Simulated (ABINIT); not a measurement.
Planning a run of ABINIT 10.8.3 on LiF (Griceite). The input:

```
acell 3*1.0 Angstrom
rprim 
  0.000000000000 2.014000000000 2.014000000000
  2.014000000000 0.000000000000 2.014000000000
  2.014000000000 2.014000000000 -0.000000000000
ntypat 2
znucl 3 9
natom 2
typat 1 2
xred 
  0.000000000000 0.000000000000 0.000000000000
  0.500000000000 0.500000000000 0.500000000000
pp_dirpath "pseudos"
pseudos "Li.upf, F.upf"
ecut 36
ngkpt 6 6 6
nshiftk 1
shiftk 0 0 0
kptopt 1
chksymbreak 0
istwfk *1
occopt 1
irdwfk 1
optdriver 3
nband 53
ecuteps 8
inclvkb 2
awtr 1
symchi 1
indata_prefix "in"
outdata_prefix "out"
tmpdata_prefix "tmp"
```

```sh
OMP_NUM_THREADS=1 mpirun -n 4 abinit run.abi > log
```

Q: Estimate wall time and host memory on 4 MPI ranks of Arm Neoverse V1, shared host.

It took 24 s; on shared hardware allow 12 s to 47 s. Peak host memory was 0.56 GiB.

[Paths, hosts, dates, memory and timing lines, banners, echoed tables and standing remarks are left out of the program output.]

[Logs are printed without paths, hosts, clocks, repeated set-up lines and the standing remarks that a program may print on its own settings, such as how far it seeks lower states.]

[Runs of the session that timed out or met a known fault of the program may be left out.]

[Hosts, paths, dates, database ids (printed as entryN), source tags and the programs' standing remarks are cut or masked in the printed files.]

[G0W0 gaps are taken among the corrected bands and points alone; a level outside them can change the order at an edge.]

[Where Ansatz stands beside ABINIT at settings called matched, ABINIT's density can come from a denser mesh and the files from another edition; pairs whose starting gaps differed by over 0.03 eV were left out, so agreement reads better than it is.]
